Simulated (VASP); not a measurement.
# Y: intraband terms of a metal's spectrum

Y, P6_3/mmc (no. 194), 2 atoms in the cell. PBE, independent-particle dielectric function; PAW potentials Y_sv (PBE set).

## Input

INCAR.step1:
```
PREC = Accurate
ENCUT = 240
ISMEAR = 1
SIGMA = 0.1
EDIFF = 1E-7
LASPH = T
KPAR = 4
LWAVE = F
LCHARG = T
LMAXMIX = 4
```

INCAR.step2:
```
PREC = Accurate
ENCUT = 240
ISMEAR = 0
SIGMA = 0.3
EDIFF = 1E-6
LASPH = T
KPAR = 4
LWAVE = T
LCHARG = F
LMAXMIX = 4
ICHARG = 11
NBANDS = 29
NEDOS = 3000
OMEGAMAX = 30
CSHIFT = 0.1
```

INCAR.step3, as INCAR.step2 but for:
```
- LWAVE = T
+ LWAVE = F
+ LOPTICS = T
+ ALGO = None
+ NELM = 1
+ ISTART = 1
```

INCAR.step4, as INCAR.step3 but for:
```
+ WPLASMAI = 0.03
```

INCAR.step5 to INCAR.step6 change the same tag again: WPLASMAI = 0.1, 0.3.

INCAR.step7, as INCAR.step6 but for:
```
- WPLASMAI = 0.3
+ RTIME = 1
```

INCAR.step8, as INCAR.step7 but for:
```
- RTIME = 1
+ RTIME = 5
```

INCAR.step9, as INCAR.step8 but for:
```
- RTIME = 5
+ LNABLA = T
```

INCAR.step10, as INCAR.step9 but for:
```
- ISMEAR = 0
- LNABLA = T
+ ISMEAR = -5
```

KPOINTS.step1:
```
k-points
0
Gamma
  8 8 5
```

KPOINTS.step2:
```
k-points
0
Gamma
  17 17 10
```

POSCAR:
```
Y
1.0
    3.6474000000      0.0000000000      0.0000000000
   -1.8237000000      3.1587410578      0.0000000000
    0.0000000000      0.0000000000      5.7306000000
Y
2
Direct
    0.6666666667      0.3333333333      0.7500000000
    0.3333333333      0.6666666667      0.2500000000
```

Commands (each step's output is kept before the next begins):
```
cat potpaw_PBE.64/Y_sv/POTCAR > POTCAR
cp INCAR.step1 INCAR
cp KPOINTS.step1 KPOINTS
mpirun -np 4 vasp_std > vasp.out
cp INCAR.step2 INCAR
cp KPOINTS.step2 KPOINTS
mpirun -np 4 vasp_std > vasp.out
cp INCAR.step3 INCAR
mpirun -np 4 vasp_std > vasp.out
cp INCAR.step4 INCAR
mpirun -np 4 vasp_std > vasp.out
cp INCAR.step5 INCAR
mpirun -np 4 vasp_std > vasp.out
cp INCAR.step6 INCAR
mpirun -np 4 vasp_std > vasp.out
cp INCAR.step7 INCAR
mpirun -np 4 vasp_std > vasp.out
cp INCAR.step8 INCAR
mpirun -np 4 vasp_std > vasp.out
cp INCAR.step9 INCAR
mpirun -np 4 vasp_std > vasp.out
cp INCAR.step10 INCAR
mpirun -np 4 vasp_std > vasp.out
```

## Result

- Bands: 29

One ground state, settings moved in the last step alone:

| Settings | Plasma frequency (eV) | Im ε at 0.5 eV | Im ε at 1 eV | Im ε at 2 eV | Im ε at 4 eV | Time (s) |
|---|---|---|---|---|---|---|
| interband part alone | 3.41 | 26.0 | 23.5 | 19.8 | 4.4 | 19 |
| Drude term, WPLASMAI 0.03 | 3.41 | 28.8 | 23.8 | 19.8 | 4.4 | 26 |
| Drude term, WPLASMAI 0.1 | 3.41 | 35.0 | 24.6 | 19.9 | 4.5 | 24 |
| Drude term, WPLASMAI 0.3 | 3.41 | 46.6 | 26.7 | 20.2 | 4.5 | 20 |
| relaxation time RTIME 1 fs | 3.41 | 48.5 | 28.8 | 20.6 | 4.6 | 17 |
| relaxation time RTIME 5 fs | 3.41 | 37.5 | 25.0 | 20.0 | 4.5 | 14 |
| transversal form (LNABLA) | 3.41 | 25.8 | 23.3 | 19.7 | 4.4 | 18 |
| tetrahedron method | – | – | – | – | – | no result |

VASP 6.6.1 took 197 s on 4 cores (Intel Xeon Platinum 8375C @ 2.90GHz (Ice Lake)), a shared host.
